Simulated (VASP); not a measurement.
Wanted: the native input for a VASP 6.6.1 run.

```
Task                   : single point
Functional             : r2SCAN
Potentials or basis    : VASP PAW PBE potentials, release 64 (Ge_d, Sb, Te)
Cutoff                 : 520 eV
k mesh                 : 6 × 6 × 6
Occupations            : gaussian, width 0.1 eV
Spin                   : no spin polarisation
Dipole correction      : no
Further INCAR settings : ALGO = Normal; EDIFF = 1e-06; NBANDS = 26
```

The system is GeSbTe3.

```
Ge Sb Te
1.0
     2.10348    1.21444    9.87146
    -2.10348    1.21444    9.87146
     0.00000   -2.42889    9.87146
Ge Sb Te
1 1 3
Direct
  0.59782 0.59782 0.59782
  0.39770 0.39770 0.39770
  0.99836 0.99836 0.99836
  0.79258 0.79258 0.79258
  0.21354 0.21354 0.21354
```

The cell comes from a database or a generator and needn't be the stable form of this composition.

One way to write it, as run:

POSCAR

```
GeSbTe3
1.0
    2.1034800504      1.2144447733      9.8714625907
   -2.1034800504      1.2144447733      9.8714625907
    0.0000000000     -2.4288895466      9.8714625907
Ge Sb Te
1 1 3
Direct
    0.5978230000      0.5978230000      0.5978230000
    0.3977000000      0.3977000000      0.3977000000
    0.9983600000      0.9983600000      0.9983600000
    0.7925750000      0.7925750000      0.7925750000
    0.2135430000      0.2135430000      0.2135430000
```

INCAR.step1

```
PREC = Accurate ; ENCUT = 520
ISMEAR = 0 ; SIGMA = 0.1
LREAL = F ; LASPH = T
NELM = 100 ; NBANDS = 26
GGA = PE ; ALGO = Normal
EDIFF = 1E-4 ; LWAVE = T
LCHARG = F
```

INCAR.step2

```
PREC = Accurate ; ENCUT = 520
EDIFF = 1E-6 ; ISMEAR = 0
SIGMA = 0.1 ; LREAL = F
LASPH = T ; NELM = 100
ALGO = Normal ; ISIF = 2
LWAVE = F ; LCHARG = F
METAGGA = R2SCAN ; LMIXTAU = T
NBANDS = 26 ; ISTART = 1
```

KPOINTS

```
regular mesh
0
Gamma
  6 6 6
```

Potentials or basis: VASP PAW PBE potentials, release 64 (Ge_d, Sb, Te).

Command:

```console
$ cat potpaw_PBE.64/Ge_d/POTCAR potpaw_PBE.64/Sb/POTCAR potpaw_PBE.64/Te/POTCAR > POTCAR
$ cp INCAR.step1 INCAR
$ mpirun -np 1 vasp_std > vasp.out
$ cp INCAR.step2 INCAR
$ mpirun -np 1 vasp_std > vasp.out
```

Results of the run:

| Item | Value |
| --- | --- |
| Pressure | -0.8 GPa |
| Largest force | 0.310 eV/Å |
| Band gap on the k mesh | none (metal or under the smearing width) |

Caveat: the PAW data sets were made with another functional, which shifts forces and pressure a little.

Run time: 39 min on 1 thread of Intel(R) Xeon(R) Platinum 8259CL CPU @ 2.50GHz (Skylake/Cascade Lake) (shared host), peak memory 1.2 GiB.
